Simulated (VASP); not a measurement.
Input of a VASP 6.6.1 run:

The input INCAR:

```
SYSTEM = ScAl3
PREC = Accurate
ENCUT = 600
EDIFF = 1E-7
ISMEAR = 1
SIGMA = 0.1
LREAL = .FALSE.
LASPH = .TRUE.
NELM = 120
ALGO = Normal
ISIF = 3
LWAVE = .FALSE.
LCHARG = .FALSE.
GGA = PS
IBRION = 2
NSW = 60
EDIFFG = -0.005
```

File KPOINTS:

```
Automatic mesh
0
G
  10 10 10
  0 0 0
```

The input POSCAR:

```
ScAl3
1.0
    4.0800000000      0.0000000000      0.0000000000
    0.0000000000      4.0800000000      0.0000000000
    0.0000000000      0.0000000000      4.0800000000
Al Sc
3 1
Direct
    0.0000000000      0.5000000000      0.5000000000
    0.5000000000      0.0000000000      0.5000000000
    0.5000000000      0.5000000000      0.0000000000
    0.0000000000      0.0000000000      0.0000000000
```

Potentials or basis: VASP PAW PBE potentials, release 64 (Al, Sc_sv).

Command:

```console
$ cat potpaw_PBE.64/Al/POTCAR potpaw_PBE.64/Sc_sv/POTCAR > POTCAR
$ mpirun -np 1 vasp_std > vasp.out
```

(1) Predict the space group after relaxing (to 0.05 Å).

(2) Predict the relaxed volume.

(3) Estimate the band gap on the k mesh.

(4) Predict the relaxed cell.

Answers

(1) Pm-3m (No. 221).

(2) 16.89 Å³/atom.

(3) none (metal or under the smearing width).

(4) a = 4.073 Å, b = 4.073 Å, c = 4.073 Å, α = 90.00°, β = 90.00°, γ = 90.00°.

Caveat: the PAW data sets were made with another functional, which shifts forces and pressure a little.
